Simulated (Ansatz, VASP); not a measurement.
# AgCl in VASP and in Ansatz

```xyz
4
Lattice="4.4524 0.0000 0.0000 -2.2262 3.8559 0.0000 0.0000 0.0000 5.6395" Properties=species:S:1:pos:R:3 pbc="T T T"
Ag    0.0000    2.5706    1.4099
Ag    2.2262    1.2853    4.2296
Cl    2.2262    1.2853    1.4099
Cl    0.0000    2.5706    4.2296
```

Change from the starting cell: hydrostatic strain -1.5%.

Alike in both runs: task single point; functional PBE; k mesh 6 × 6 × 4; occupations fermi-dirac, width 0.02 eV; no spin polarisation.

|  | VASP | Ansatz |
| --- | --- | --- |
| version | VASP 6.6.1 | Ansatz 0.2.0 |
| potentials or method | VASP PAW PBE potentials, release 64 (Ag, Cl) | plane waves, PAW |
| plane-wave cutoff (eV) | 520 | 420 |
| valence electrons in the cell | 36 | 52 |

|  | VASP | Ansatz | Ansatz less VASP |
| --- | --- | --- | --- |
| gap on the k mesh at the Fermi level (eV) | 1.34 | 1.34 | +0.001 |
| pressure (GPa) | 3.1 | 3.2 | +0.13 |
| largest component of the traceless stress (GPa) | 0.17 | 0.15 | -0.021 |

The two sets of potentials don't hold the same shells in valence.

A k mesh can miss the band edges.
